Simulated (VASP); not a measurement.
# HfO₂: self-consistent run

HfO₂, P4_2/nmc (no. 137), 6 atoms in the cell. R2SCAN; PAW potentials Hf_pv, O (PBE set).

## Input

INCAR:
```
PREC = Accurate ; ENCUT = 520
EDIFF = 1E-7 ; ISMEAR = 0
SIGMA = 0.02 ; LREAL = F
LASPH = T ; ALGO = Normal
NELM = 100 ; ISIF = 2
LWAVE = F ; LCHARG = F
METAGGA = R2SCAN ; LMIXTAU = T
GGA_COMPAT = F
```

KPOINTS:
```
k-points
0
Gamma
  6 6 5
```

POSCAR:
```
HfO2
1.0
    3.5580193300      0.0000000000      0.0000000000
    0.0000000000      3.5580193300      0.0000000000
    0.0000000000      0.0000000000      5.1718612100
Hf O
2 4
Direct
    0.0000000000      0.0000000000      0.0000000000
    0.5000000000      0.5000000000      0.5000000000
    0.0000000000      0.5000000000      0.1972078800
    0.5000000000      0.0000000000      0.3027921200
    0.5000000000      0.0000000000      0.8027921200
    0.0000000000      0.5000000000      0.6972078800
```

Commands:
```
cat potpaw_PBE.64/Hf_pv/POTCAR potpaw_PBE.64/O/POTCAR > POTCAR
mpirun -np 1 vasp_std > vasp.out
```

## Result

- Pressure (GPa): 0.43
- Gap on the mesh (eV): 5.301
- Fermi level (eV): 3.285

Levels at the zone centre (eV from the valence top there):

| 1 | 2 | 3 |
|---|---|---|
| 0.000 | 0.000 | 5.374 |

The largest force is 0.003 eV/A.

VASP 6.6.1 took 130 s on 1 core (Intel Xeon 6975P-C (Granite Rapids)), a shared host.
